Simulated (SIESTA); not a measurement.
Runs of SIESTA 5.4.2 on YN. The structure is cubic, space group Fm-3m (No. 225). The conventional cell has a = 4.877 Å, b = 4.877 Å, c = 4.877 Å, α = 90.00°, β = 90.00°, γ = 90.00°. Around Y (site symmetry m-3m) lie 6 N at 2.44 Å. Around N (site symmetry m-3m) lie 6 Y at 2.44 Å. 

```csv
potentials or basis,gap on the mesh (eV),pressure (GPa)
"PseudoDojo 0.4 standard (PBE files), SZ (energy shift 0.003 Ry)",none,(b)
"PseudoDojo 0.4 standard (PBE files), DZP (energy shift 0.003 Ry; two zetas on semicore shells)",0.12,4.6
"PseudoDojo 0.4 standard (PBE files), SZP (energy shift 0.003 Ry)",none,5.0
"PseudoDojo 0.4 standard (PBE files), TZDP (energy shift 0.003 Ry; two zetas on semicore shells)",0.14,(a)
"PseudoDojo 0.4 standard (PBE files), DZ (energy shift 0.003 Ry; two zetas on semicore shells)",0.15,(c)
"PseudoDojo 0.4 standard (PBE files), DZDP (energy shift 0.003 Ry; two zetas on semicore shells)",0.14,4.3
"PseudoDojo 0.4 standard (PBE files), TZP (energy shift 0.003 Ry; two zetas on semicore shells)",0.12,3.2
```

Alike in all rows: task single point; level PBE; no spin polarisation; cell as given; k mesh 9 × 9 × 9; smearing fermi-dirac 0.05 eV; grid cutoff 800 Ry; energy shift 0.003 Ry.

Q: Fill in the values left out.

A: (a) 3.4; (b) -0.6; (c) 4.5.

Caveats: the basis of atomic orbitals isn't converged, which shifts pressures, moduli and gaps; an odd mesh through Γ misses points on the zone boundary, where band edges often lie (some runs); the basis has no polarisation orbitals (some runs).

A k mesh can miss the band edges, and the runs leave out spin-orbit coupling on Y.

A gap of «none» marks a metal or a gap under the smearing width.
